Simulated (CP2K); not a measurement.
# Ag (Fm-3m) in CP2K: further runs, part 2 of 2

CP2K 2026.2. The steps go on from the part before.

**8. Single point, PBEsol, 17.05 Å³/atom (strain 4 of 0.0075)**

File ag_elastic.inp:

```
&GLOBAL
  PROJECT ag_elastic
  RUN_TYPE ENERGY_FORCE
  PRINT_LEVEL LOW
&END GLOBAL
&FORCE_EVAL
  METHOD QS
  STRESS_TENSOR ANALYTICAL
  &DFT
    BASIS_SET_FILE_NAME BASIS_MOLOPT_UZH
    POTENTIAL_FILE_NAME POTENTIAL_UZH
    WFN_RESTART_FILE_NAME previous-RESTART.kp
    &MGRID
      CUTOFF 450
      REL_CUTOFF 60
      NGRIDS 4
    &END MGRID
    &QS
      METHOD GPW
      EPS_DEFAULT 1.0E-10
    &END QS
    &KPOINTS
      SCHEME MONKHORST-PACK 8 8 8
      GAMMA_CENTERED T
      SYMMETRY T
      SYMMETRY_BACKEND SPGLIB
    &END KPOINTS
    &SCF
      SCF_GUESS RESTART
      EPS_SCF 1.0E-6
      MAX_SCF 100
      ADDED_MOS 11
      CHOLESKY OFF
      EPS_EIGVAL 1.0E-7
      &DIAGONALIZATION ON
        ALGORITHM STANDARD
      &END DIAGONALIZATION
      &MIXING ON
        METHOD BROYDEN_MIXING
        ALPHA 0.4
        BETA 1.5
        NBUFFER 8
      &END MIXING
      &SMEAR ON
        METHOD FERMI_DIRAC
        ELECTRONIC_TEMPERATURE 580.23
      &END SMEAR
    &END SCF
    &XC
      &XC_FUNCTIONAL
        &GGA_X_PBE_SOL
        &END GGA_X_PBE_SOL
        &GGA_C_PBE_SOL
        &END GGA_C_PBE_SOL
      &END XC_FUNCTIONAL
    &END XC
    &PRINT
      &KPOINTS ON
      &END KPOINTS
      &MULLIKEN ON
      &END MULLIKEN
      &MO ON
        ENERGIES T
        OCCUPATION_NUMBERS T
        &EACH
          QS_SCF 0
        &END EACH
        ADD_LAST NUMERIC
      &END MO
    &END PRINT
  &END DFT
  &SUBSYS
    &CELL
      ABC 2.8888847545 2.8888999889 2.8940023312
      ALPHA_BETA_GAMMA 59.7077653193 60.0584789561 60.0001744419
      PERIODIC XYZ
    &END CELL
    &COORD
      SCALED
      Ag  0.0000000000 0.0000000000 0.0000000000
    &END COORD
    &KIND Ag
      BASIS_SET TZVP-MOLOPT-PBE-GTH-q11
      POTENTIAL GTH-PBE-q11
    &END KIND
    &PRINT
      &ATOMIC_COORDINATES ON
      &END ATOMIC_COORDINATES
      &CELL ON
      &END CELL
    &END PRINT
  &END SUBSYS
  &PRINT
    &FORCES ON
    &END FORCES
    &STRESS_TENSOR ON
    &END STRESS_TENSOR
  &END PRINT
&END FORCE_EVAL
```

Run with:

```sh
> OMP_NUM_THREADS=1 cp2k.psmp -i ag_elastic.inp -o ag_elastic.out
```

Run time: 1.9 min. Hardware: 1 thread of Arm Neoverse N1, shared host; peak memory 0.33 GiB.

The run converged. Its results:

| Item | Value |
| --- | --- |
| Free energy | -1008.4982 eV |
| Pressure | -1.4 GPa |
| Band gap on the k mesh | none (metal or under the smearing width) |

Caveat: the potentials were made for another functional, which shifts forces and pressure; the basis of atomic orbitals isn't converged, which shifts pressures, moduli and gaps.

**9. Single point, PBEsol, 17.05 Å³/atom (strain 4 of -0.0075)**

ag_elastic.inp, as its differences from that of step 8:

```diff
@@ -73,4 +73,4 @@
     &CELL
-      ABC 2.8888847545 2.8888999889 2.8940023312
-      ALPHA_BETA_GAMMA 59.7077653193 60.0584789561 60.0001744419
+      ABC 2.8888847545 2.8888999889 2.8837886190
+      ALPHA_BETA_GAMMA 60.2925361883 59.9415253538 60.0001744419
       PERIODIC XYZ
```

Potentials or basis: POTENTIAL_UZH Ag GTH-PBE-q11; TZVP-MOLOPT-PBE-GTH basis.

Run with:

```sh
> OMP_NUM_THREADS=1 cp2k.psmp -i ag_elastic.inp -o ag_elastic.out
```

Run time: 2.3 min. Hardware: 1 thread of Arm Neoverse N1, shared host; peak memory 0.33 GiB.

The run converged. Its results:

| Quantity | Value |
| --- | --- |
| Free energy | -1008.4982 eV |
| Pressure | -1.4 GPa |
| Band gap on the k mesh | none (metal or under the smearing width) |

Caveat: the potentials were made for another functional, which shifts forces and pressure; the basis of atomic orbitals isn't converged, which shifts pressures, moduli and gaps.

**10. Single point, PBEsol, 17.05 Å³/atom (strain 5 of 0.0075)**

ag_elastic.inp, as its differences from that of step 9:

```diff
@@ -73,4 +73,4 @@
     &CELL
-      ABC 2.8888847545 2.8888999889 2.8837886190
-      ALPHA_BETA_GAMMA 60.2925361883 59.9415253538 60.0001744419
+      ABC 2.8889050669 2.8888898326 2.8977351842
+      ALPHA_BETA_GAMMA 59.8988564095 59.6964343392 59.9998255561
       PERIODIC XYZ
```

Run with:

```sh
> OMP_NUM_THREADS=1 cp2k.psmp -i ag_elastic.inp -o ag_elastic.out
```

Run time: 2.4 min. Hardware: 1 thread of Arm Neoverse N1, shared host; peak memory 0.34 GiB.

Results (log left out):

```yaml
Free_energy: -1008.4982 eV
Pressure: -1.4 GPa
Band_gap_on_the_k_mesh: none (metal or under the smearing width)
```

Caveat: the potentials were made for another functional, which shifts forces and pressure; the basis of atomic orbitals isn't converged, which shifts pressures, moduli and gaps.

**11. Single point, PBEsol, 17.05 Å³/atom (strain 5 of -0.0075)**

ag_elastic.inp, as its differences from that of step 10:

```diff
@@ -73,4 +73,4 @@
     &CELL
-      ABC 2.8889050669 2.8888898326 2.8977351842
-      ALPHA_BETA_GAMMA 59.8988564095 59.6964343392 59.9998255561
+      ABC 2.8889050669 2.8888898326 2.8800444813
+      ALPHA_BETA_GAMMA 60.1014278713 60.3041471422 59.9998255561
       PERIODIC XYZ
```

Run with:

```sh
> OMP_NUM_THREADS=1 cp2k.psmp -i ag_elastic.inp -o ag_elastic.out
```

Wall time 2.4 min (1 thread of Arm Neoverse N1, shared host); peak memory 0.34 GiB.

It converged, with:

| Item | Value |
| --- | --- |
| Free energy | -1008.4982 eV |
| Pressure | -1.4 GPa |
| Band gap on the k mesh | none (metal or under the smearing width) |

Caveat: the potentials were made for another functional, which shifts forces and pressure; the basis of atomic orbitals isn't converged, which shifts pressures, moduli and gaps.

**12. Single point, PBEsol, 17.05 Å³/atom (strain 6 of 0.0075)**

ag_elastic.inp, as its differences from that of step 11:

```diff
@@ -73,4 +73,4 @@
     &CELL
-      ABC 2.8889050669 2.8888898326 2.8800444813
-      ALPHA_BETA_GAMMA 60.1014278713 60.3041471422 59.9998255561
+      ABC 2.8889050669 2.8982717446 2.8920171367
+      ALPHA_BETA_GAMMA 59.8570444216 59.8924551241 59.6780601308
       PERIODIC XYZ
```

Potentials or basis: POTENTIAL_UZH Ag GTH-PBE-q11; TZVP-MOLOPT-PBE-GTH basis.

Run with:

```sh
> OMP_NUM_THREADS=1 cp2k.psmp -i ag_elastic.inp -o ag_elastic.out
```

Wall time 2.6 min (1 thread of Arm Neoverse N1, shared host); peak memory 0.34 GiB.

The run converged. Its results:

```
Free energy            : -1008.4982 eV
Pressure               : -1.4 GPa
Band gap on the k mesh : none (metal or under the smearing width)
```

Caveat: the potentials were made for another functional, which shifts forces and pressure; the basis of atomic orbitals isn't converged, which shifts pressures, moduli and gaps.

**13. Single point, PBEsol, 17.05 Å³/atom (strain 6 of -0.0075)**

ag_elastic.inp, as its differences from that of step 12:

```diff
@@ -73,4 +73,4 @@
     &CELL
-      ABC 2.8889050669 2.8982717446 2.8920171367
-      ALPHA_BETA_GAMMA 59.8570444216 59.8924551241 59.6780601308
+      ABC 2.8889050669 2.8795079208 2.8857625287
+      ALPHA_BETA_GAMMA 60.1435241392 60.1073122834 60.3226376482
       PERIODIC XYZ
```

Run with:

```sh
> OMP_NUM_THREADS=1 cp2k.psmp -i ag_elastic.inp -o ag_elastic.out
```

Run time: 2.6 min. Hardware: 1 thread of Arm Neoverse N1, shared host; peak memory 0.34 GiB.

It converged, with:

```
Free energy            : -1008.4982 eV
Pressure               : -1.4 GPa
Band gap on the k mesh : none (metal or under the smearing width)
```

Caveat: the potentials were made for another functional, which shifts forces and pressure; the basis of atomic orbitals isn't converged, which shifts pressures, moduli and gaps.

**14. Elastic constants, PBEsol, 17.05 Å³/atom**

This step only gathers the single runs of the series.

It converged, with:

```
Elastic constants C11, C12, C44 : 119, 106, 32 GPa
Voigt bulk modulus              : 110 GPa
```

Caveat: the ions weren't relaxed under strain, which makes shear constants too stiff where sites are free; the potentials were made for another functional, which shifts forces and pressure; the basis of atomic orbitals isn't converged, which shifts pressures, moduli and gaps.

**15. Single point, LDA, 17.10 Å³/atom (strain 1 of 0.003)**

ag_elastic.inp, as its differences from that of step 13:

```diff
@@ -10,4 +10,3 @@
     BASIS_SET_FILE_NAME BASIS_MOLOPT_UZH
-    POTENTIAL_FILE_NAME POTENTIAL_UZH
-    WFN_RESTART_FILE_NAME previous-RESTART.kp
+    POTENTIAL_FILE_NAME GTH_POTENTIALS
     &MGRID
@@ -28,3 +27,3 @@
     &SCF
-      SCF_GUESS RESTART
+      SCF_GUESS ATOMIC
       EPS_SCF 1.0E-6
@@ -45,3 +44,3 @@
         METHOD FERMI_DIRAC
-        ELECTRONIC_TEMPERATURE 580.23
+        ELECTRONIC_TEMPERATURE [K] 580.226
       &END SMEAR
@@ -50,6 +49,6 @@
       &XC_FUNCTIONAL
-        &GGA_X_PBE_SOL
-        &END GGA_X_PBE_SOL
-        &GGA_C_PBE_SOL
-        &END GGA_C_PBE_SOL
+        &LDA_X
+        &END LDA_X
+        &LDA_C_PW
+        &END LDA_C_PW
       &END XC_FUNCTIONAL
@@ -73,4 +72,4 @@
     &CELL
-      ABC 2.8889050669 2.8795079208 2.8857625287
-      ALPHA_BETA_GAMMA 60.1435241392 60.1073122834 60.3226376482
+      ABC 2.8975514088 2.8910538537 2.8910538538
+      ALPHA_BETA_GAMMA 59.9503680945 59.9256264212 59.9256264208
       PERIODIC XYZ
@@ -83,3 +82,3 @@
       BASIS_SET TZVP-MOLOPT-PBE-GTH-q11
-      POTENTIAL GTH-PBE-q11
+      POTENTIAL GTH-PADE-q11
     &END KIND
```

Potentials or basis: GTH_POTENTIALS Ag GTH-PADE-q11; TZVP-MOLOPT-PBE-GTH basis.

Run with:

```sh
> OMP_NUM_THREADS=1 cp2k.psmp -i ag_elastic.inp -o ag_elastic.out
```

It took 100 s on 1 thread of Arm Neoverse V1, shared host; peak memory 0.33 GiB.

It converged, with:

```yaml
Free_energy: -1006.3822 eV
Pressure: -7.0 GPa
Band_gap_on_the_k_mesh: none (metal or under the smearing width)
```

Caveat: the basis of atomic orbitals isn't converged, which shifts pressures, moduli and gaps.

**16. Single point, LDA, 17.00 Å³/atom (strain 1 of -0.003)**

ag_elastic.inp, as its differences from that of step 15:

```diff
@@ -11,2 +11,3 @@
     POTENTIAL_FILE_NAME GTH_POTENTIALS
+    WFN_RESTART_FILE_NAME previous-RESTART.kp
     &MGRID
@@ -27,3 +28,3 @@
     &SCF
-      SCF_GUESS ATOMIC
+      SCF_GUESS RESTART
       EPS_SCF 1.0E-6
@@ -72,4 +73,4 @@
     &CELL
-      ABC 2.8975514088 2.8910538537 2.8910538538
-      ALPHA_BETA_GAMMA 59.9503680945 59.9256264212 59.9256264208
+      ABC 2.8802181002 2.8867205303 2.8867205303
+      ALPHA_BETA_GAMMA 60.0496070965 60.0744852219 60.0744852214
       PERIODIC XYZ
```

Run with:

```sh
> OMP_NUM_THREADS=1 cp2k.psmp -i ag_elastic.inp -o ag_elastic.out
```

Run time: 66 s. Hardware: 1 thread of Arm Neoverse V1, shared host; peak memory 0.32 GiB.

Results (log left out):

```yaml
Free_energy: -1006.3865 eV
Pressure: -6.4 GPa
Band_gap_on_the_k_mesh: none (metal or under the smearing width)
```

Caveat: the basis of atomic orbitals isn't converged, which shifts pressures, moduli and gaps.

**17. Single point, LDA, 17.10 Å³/atom (strain 2 of 0.003)**

ag_elastic.inp, as its differences from that of step 16:

```diff
@@ -73,4 +73,4 @@
     &CELL
-      ABC 2.8802181002 2.8867205303 2.8867205303
-      ALPHA_BETA_GAMMA 60.0496070965 60.0744852219 60.0744852214
+      ABC 2.8888847545 2.8953871773 2.8896079686
+      ALPHA_BETA_GAMMA 59.9834092467 60.0082788834 60.0742622686
       PERIODIC XYZ
```

Run with:

```sh
> OMP_NUM_THREADS=1 cp2k.psmp -i ag_elastic.inp -o ag_elastic.out
```

Run time: 71 s. Hardware: 1 thread of Arm Neoverse V1, shared host; peak memory 0.33 GiB.

The run converged. Its results:

- Free energy: -1006.3822 eV
- Pressure: -7.0 GPa
- Band gap on the k mesh: none (metal or under the smearing width)

Caveat: the basis of atomic orbitals isn't converged, which shifts pressures, moduli and gaps.

**18. Single point, LDA, 17.00 Å³/atom (strain 2 of -0.003)**

ag_elastic.inp, as its differences from that of step 17:

```diff
@@ -73,4 +73,4 @@
     &CELL
-      ABC 2.8888847545 2.8953871773 2.8896079686
-      ALPHA_BETA_GAMMA 59.9834092467 60.0082788834 60.0742622686
+      ABC 2.8888847545 2.8823872068 2.8881635267
+      ALPHA_BETA_GAMMA 60.0164887582 59.9917390339 59.9254027962
       PERIODIC XYZ
```

Potentials or basis: GTH_POTENTIALS Ag GTH-PADE-q11; TZVP-MOLOPT-PBE-GTH basis.

Run with:

```sh
> OMP_NUM_THREADS=1 cp2k.psmp -i ag_elastic.inp -o ag_elastic.out
```

Run time: 71 s. Hardware: 1 thread of Arm Neoverse V1, shared host; peak memory 0.33 GiB.

Results (log left out):

```
Free energy            : -1006.3865 eV
Pressure               : -6.4 GPa
Band gap on the k mesh : none (metal or under the smearing width)
```

Caveat: the basis of atomic orbitals isn't converged, which shifts pressures, moduli and gaps.

**19. Single point, LDA, 17.10 Å³/atom (strain 3 of 0.003)**

ag_elastic.inp, as its differences from that of step 18:

```diff
@@ -73,4 +73,4 @@
     &CELL
-      ABC 2.8888847545 2.8823872068 2.8881635267
-      ALPHA_BETA_GAMMA 60.0164887582 59.9917390339 59.9254027962
+      ABC 2.8888847545 2.8888847545 2.8946654072
+      ALPHA_BETA_GAMMA 60.0660383375 60.0660383366 59.9999999991
       PERIODIC XYZ
```

Run with:

```sh
> OMP_NUM_THREADS=1 cp2k.psmp -i ag_elastic.inp -o ag_elastic.out
```

Run time: 63 s. Hardware: 1 thread of Arm Neoverse V1, shared host; peak memory 0.32 GiB.

It converged, with:

```yaml
Free_energy: -1006.3822 eV
Pressure: -7.0 GPa
Band_gap_on_the_k_mesh: none (metal or under the smearing width)
```

Caveat: the basis of atomic orbitals isn't converged, which shifts pressures, moduli and gaps.

**20. Single point, LDA, 17.00 Å³/atom (strain 3 of -0.003)**

ag_elastic.inp, as its differences from that of step 19:

```diff
@@ -73,4 +73,4 @@
     &CELL
-      ABC 2.8888847545 2.8888847545 2.8946654072
-      ALPHA_BETA_GAMMA 60.0660383375 60.0660383366 59.9999999991
+      ABC 2.8888847545 2.8888847545 2.8831098797
+      ALPHA_BETA_GAMMA 59.9337190787 59.9337190777 59.9999999991
       PERIODIC XYZ
```

Run with:

```sh
> OMP_NUM_THREADS=1 cp2k.psmp -i ag_elastic.inp -o ag_elastic.out
```

Run time: 63 s. Hardware: 1 thread of Arm Neoverse V1, shared host; peak memory 0.32 GiB.

The run converged. Its results:

| Item | Value |
| --- | --- |
| Free energy | -1006.3865 eV |
| Pressure | -6.4 GPa |
| Band gap on the k mesh | none (metal or under the smearing width) |

Caveat: the basis of atomic orbitals isn't converged, which shifts pressures, moduli and gaps.

**21. Single point, LDA, 17.05 Å³/atom (strain 4 of 0.003)**

ag_elastic.inp, as its differences from that of step 20:

```diff
@@ -73,4 +73,4 @@
     &CELL
-      ABC 2.8888847545 2.8888847545 2.8831098797
-      ALPHA_BETA_GAMMA 59.9337190787 59.9337190777 59.9999999991
+      ABC 2.8888847545 2.8888871920 2.8909292186
+      ALPHA_BETA_GAMMA 59.8830696567 60.0233912190 60.0000279103
       PERIODIC XYZ
```

Potentials or basis: GTH_POTENTIALS Ag GTH-PADE-q11; TZVP-MOLOPT-PBE-GTH basis.

Run with:

```sh
> OMP_NUM_THREADS=1 cp2k.psmp -i ag_elastic.inp -o ag_elastic.out
```

Wall time 71 s (1 thread of Arm Neoverse V1, shared host); peak memory 0.33 GiB.

The run converged. Its results:

```yaml
Free_energy: -1006.3844 eV
Pressure: -6.7 GPa
Band_gap_on_the_k_mesh: none (metal or under the smearing width)
```

Caveat: the basis of atomic orbitals isn't converged, which shifts pressures, moduli and gaps.

**22. Single point, LDA, 17.05 Å³/atom (strain 4 of -0.003)**

ag_elastic.inp, as its differences from that of step 21:

```diff
@@ -73,4 +73,4 @@
     &CELL
-      ABC 2.8888847545 2.8888871920 2.8909292186
-      ALPHA_BETA_GAMMA 59.8830696567 60.0233912190 60.0000279103
+      ABC 2.8888847545 2.8888871920 2.8868437210
+      ALPHA_BETA_GAMMA 60.1169785875 59.9766094695 60.0000279103
       PERIODIC XYZ
```

Run with:

```sh
> OMP_NUM_THREADS=1 cp2k.psmp -i ag_elastic.inp -o ag_elastic.out
```

It took 71 s on 1 thread of Arm Neoverse V1, shared host; peak memory 0.33 GiB.

Results (log left out):

```yaml
Free_energy: -1006.3844 eV
Pressure: -6.7 GPa
Band_gap_on_the_k_mesh: none (metal or under the smearing width)
```

Caveat: the basis of atomic orbitals isn't converged, which shifts pressures, moduli and gaps.

**23. Single point, LDA, 17.05 Å³/atom (strain 5 of 0.003)**

ag_elastic.inp, as its differences from that of step 22:

```diff
@@ -73,4 +73,4 @@
     &CELL
-      ABC 2.8888847545 2.8888871920 2.8868437210
-      ALPHA_BETA_GAMMA 60.1169785875 59.9766094695 60.0000279103
+      ABC 2.8888880045 2.8888855670 2.8924237129
+      ALPHA_BETA_GAMMA 59.9595084996 59.8785038384 59.9999720881
       PERIODIC XYZ
```

Run with:

```sh
> OMP_NUM_THREADS=1 cp2k.psmp -i ag_elastic.inp -o ag_elastic.out
```

It took 80 s on 1 thread of Arm Neoverse V1, shared host; peak memory 0.33 GiB.

The run converged. Its results:

```yaml
Free_energy: -1006.3844 eV
Pressure: -6.7 GPa
Band_gap_on_the_k_mesh: none (metal or under the smearing width)
```

Caveat: the basis of atomic orbitals isn't converged, which shifts pressures, moduli and gaps.

**24. Single point, LDA, 17.05 Å³/atom (strain 5 of -0.003)**

ag_elastic.inp, as its differences from that of step 23:

```diff
@@ -73,4 +73,4 @@
     &CELL
-      ABC 2.8888880045 2.8888855670 2.8924237129
-      ALPHA_BETA_GAMMA 59.9595084996 59.8785038384 59.9999720881
+      ABC 2.8888880045 2.8888855670 2.8853474212
+      ALPHA_BETA_GAMMA 60.0405369855 60.1215891968 59.9999720881
       PERIODIC XYZ
```

Potentials or basis: GTH_POTENTIALS Ag GTH-PADE-q11; TZVP-MOLOPT-PBE-GTH basis.

Run with:

```sh
> OMP_NUM_THREADS=1 cp2k.psmp -i ag_elastic.inp -o ag_elastic.out
```

It took 81 s on 1 thread of Arm Neoverse V1, shared host; peak memory 0.33 GiB.

The run converged. Its results:

```
Free energy            : -1006.3844 eV
Pressure               : -6.7 GPa
Band gap on the k mesh : none (metal or under the smearing width)
```

Caveat: the basis of atomic orbitals isn't converged, which shifts pressures, moduli and gaps.

**25. Single point, LDA, 17.05 Å³/atom (strain 6 of 0.003)**

ag_elastic.inp, as its differences from that of step 24:

```diff
@@ -73,4 +73,4 @@
     &CELL
-      ABC 2.8888880045 2.8888855670 2.8853474212
-      ALPHA_BETA_GAMMA 60.0405369855 60.1215891968 59.9999720881
+      ABC 2.8888880045 2.8926383374 2.8901364905
+      ALPHA_BETA_GAMMA 59.9427496781 59.9570096217 59.8711403178
       PERIODIC XYZ
```

Run with:

```sh
> OMP_NUM_THREADS=1 cp2k.psmp -i ag_elastic.inp -o ag_elastic.out
```

It took 81 s on 1 thread of Arm Neoverse V1, shared host; peak memory 0.33 GiB.

It converged, with:

```yaml
Free_energy: -1006.3844 eV
Pressure: -6.7 GPa
Band_gap_on_the_k_mesh: none (metal or under the smearing width)
```

Caveat: the basis of atomic orbitals isn't converged, which shifts pressures, moduli and gaps.

**26. Single point, LDA, 17.05 Å³/atom (strain 6 of -0.003)**

ag_elastic.inp, as its differences from that of step 25:

```diff
@@ -73,4 +73,4 @@
     &CELL
-      ABC 2.8888880045 2.8926383374 2.8901364905
-      ALPHA_BETA_GAMMA 59.9427496781 59.9570096217 59.8711403178
+      ABC 2.8888880045 2.8851327966 2.8876346436
+      ALPHA_BETA_GAMMA 60.0573412911 60.0429531627 60.1289713241
       PERIODIC XYZ
```

Run with:

```sh
> OMP_NUM_THREADS=1 cp2k.psmp -i ag_elastic.inp -o ag_elastic.out
```

It took 81 s on 1 thread of Arm Neoverse V1, shared host; peak memory 0.33 GiB.

Results (log left out):

| Property | Result |
| --- | --- |
| Free energy | -1006.3844 eV |
| Pressure | -6.7 GPa |
| Band gap on the k mesh | none (metal or under the smearing width) |

Caveat: the basis of atomic orbitals isn't converged, which shifts pressures, moduli and gaps.

**27. Elastic constants, LDA, 17.05 Å³/atom**

Potentials or basis: GTH_POTENTIALS Ag GTH-PADE-q11; TZVP-MOLOPT-PBE-GTH basis.

This step only gathers the single runs of the series.

It converged, with:

* Elastic constants C11, C12, C44: 113, 100, 28 GPa
* Voigt bulk modulus: 104 GPa

Caveat: the ions weren't relaxed under strain, which makes shear constants too stiff where sites are free; the basis of atomic orbitals isn't converged, which shifts pressures, moduli and gaps.
